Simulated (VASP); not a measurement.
**VASP inputs for SrCl2 (strained fluorite)**

INCAR

```
ENCUT = 520
ISIF = 2
IBRION = -1
METAGGA = R2SCAN
SIGMA = 0.01
EDIFF = 1E-7
LREAL = .FALSE.
NBANDS = 19
LCHARG = .TRUE.
LELF = .TRUE.
LASPH = .TRUE.
ALGO = Normal
NSW = 0
LWAVE = .FALSE.
NELM = 120
PREC = Accurate
ISMEAR = 0
```

KPOINTS

```
KPOINTS created by Atomic Simulation Environment
0
Gamma
6 6 6
0 0 0
```

KPOINTS_OPT

```
special points
7
Reciprocal
0.0000000000 0.0000000000 0.0000000000 1
0.5000000000 0.0000000000 0.5000000000 1
0.6250000000 0.2500000000 0.6250000000 1
0.3750000000 0.3750000000 0.7500000000 1
0.5000000000 0.5000000000 0.5000000000 1
0.5000000000 0.2500000000 0.7500000000 1
0.0000000000 0.5000000000 0.5000000000 1
```

POSCAR

```
Sr Cl
 1.0000000000000000
     0.0000000000000000    3.4452523140000002    3.5239509709000001
     3.4452523140000002    0.0000000000000000    3.5239509709000001
     3.4452523140000002    3.4452523140000002    0.0000000000000000
 Sr  Cl
   1   2
Cartesian
  0.0000000000000000  0.0000000000000000  0.0000000000000000
  1.7226261570000001  1.7226261570000001  1.7619754854500000
  5.1678784709999999  5.1678784709999999  5.2859264563500012
```

VASP ran with the recommended PBE PAW datasets (24 valence electrons in the cell).

Estimate the main results of this run.

gap between bands v and c 5.93 eV; least direct gap 5.93 eV; pressure 0.9 GPa.

Band v is the last that the valence electrons fill when counted band by band, and c is the next. Levels in eV from the top of v:

| point | v−1 | v | c | c+1 |
| --- | --- | --- | --- | --- |
| Γ | -0.34 | -0.34 | 5.95 | 6.58 |
| X | -0.38 | 0.00 | 5.93 | 7.84 |
| K | -0.58 | -0.26 | 6.40 | 7.73 |
| L | -1.15 | -1.13 | 7.23 | 7.27 |
| W | -0.43 | -0.16 | 6.67 | 7.56 |
